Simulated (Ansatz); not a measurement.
# A series in volume per atom on LaO₃

Results calculated with Ansatz 0.2.0 development build, not measured. Equation of state of a cubic crystal from periodic Kohn-Sham density functional theory without spin; pressure corrected for the finite basis.

Cell of the first row (space group Pm-3m, No. 221):
```
cell vectors (Å)
   4.3995     0.0000     0.0000
   0.0000     4.3995     0.0000
   0.0000     0.0000     4.3995
atoms (fractions of the cell vectors)
La  0.00000  0.00000  0.00000
O   0.50000  0.00000  0.00000
O   0.00000  0.50000  0.00000
O   0.00000  0.00000  0.50000
```

Settings of every row: formula LaO3; structure type ReO3; functional PBE; spin treatment none; k mesh 24x24x24; occupation method fermi-dirac; occupation width 0.061225619 eV; wave cutoff 420 eV; datasets soft-1 PAW; density cutoff ratio 4.

Limits: a cubic model structure, not a phase known at ambient conditions; no spin polarisation, a magnetic state may lie lower.

```
row  volume per atom (Å³)  pressure (GPa)  energy above lowest point (meV/atom)
  1                21.289           2.124                                  8.96
  2                21.742           1.373                                  4.03
  3                22.195               ?                                     ?
  4                22.648           0.094                                     0
  5                23.101          -0.463                                  0.53
  6                23.554          -0.971                                  2.57
  7                24.007          -1.432                                  5.97
```

Question: what pressure and energy above lowest point should row 3 give?

Worked fit of pressure. Take u = (V_r/V)^(2/3) − 1 with V_r = 22.874 Å³ an atom, which is twice the finite (Eulerian) strain; such expansions in the strain, on which the Birch-Murnaghan equation of state is built, carry the rest volume and the bulk modulus. The shown rows have u = 0.04904, 0.03442, 0.00664, -0.00656, -0.01934, -0.03172. Least squares give pressure = −0.1927 + 42.216 × u + 100.82 × u² GPa; a straight line predicts inner rows, each left out in turn, worse (root mean square 0.063 against 0.0059 GPa). The rows lie off it by 0.004, -0.007, 0.002, 0.002, 0.000, -0.002 (root mean square 0.0036 GPa). The pressure vanishes at u = 0.0045, or V = 22.72 Å³ an atom, and there the bulk modulus at fixed shape and fractions is B = −V dP/dV = (2/3)(1 + u) dP/du = 28.9 GPa. The withheld row has u = 0.02029, so the fit gives −0.1927 + 42.216 × (0.02029) + 100.82 × (0.02029)² = 0.705 GPa.

The calculation gave 0.703 GPa. The fit lies 0.002 GPa (0.056 % of the column's range) above it; its largest miss of a shown row is 0.007 GPa.

Worked fit of energy above lowest point. Take u = (V_r/V)^(2/3) − 1 with V_r = 22.874 Å³ an atom, which is twice the finite (Eulerian) strain; such expansions in the strain, on which the Birch-Murnaghan equation of state is built, carry the rest volume and the bulk modulus. The shown rows have u = 0.04904, 0.03442, 0.00664, -0.00656, -0.01934, -0.03172. Least squares give energy above lowest point = 0.07 − 41.61 × u + 4547.1 × u² meV/atom; a straight line predicts inner rows, each left out in turn, worse (root mean square 2.9 against 0.01 meV/atom). The rows lie off it by 0.00, 0.01, 0.01, -0.01, -0.01, 0.01. Its lowest point lies at u = 0.0046, or V = 22.72 Å³ an atom, and the curvature there gives the bulk modulus at fixed shape and fractions, B = (4/9)(1 + u)² E″(u)/V = 28.8 GPa. The withheld row has u = 0.02029, so the fit gives 0.07 − 41.61 × (0.02029) + 4547.1 × (0.02029)² = 1.10 meV/atom.

The calculation gave 1.12 meV/atom. The fit lies 0.02 meV/atom (1.8 % of the value, 0.22 % of the column's range) below it; its largest miss of a shown row is 0.01 meV/atom.
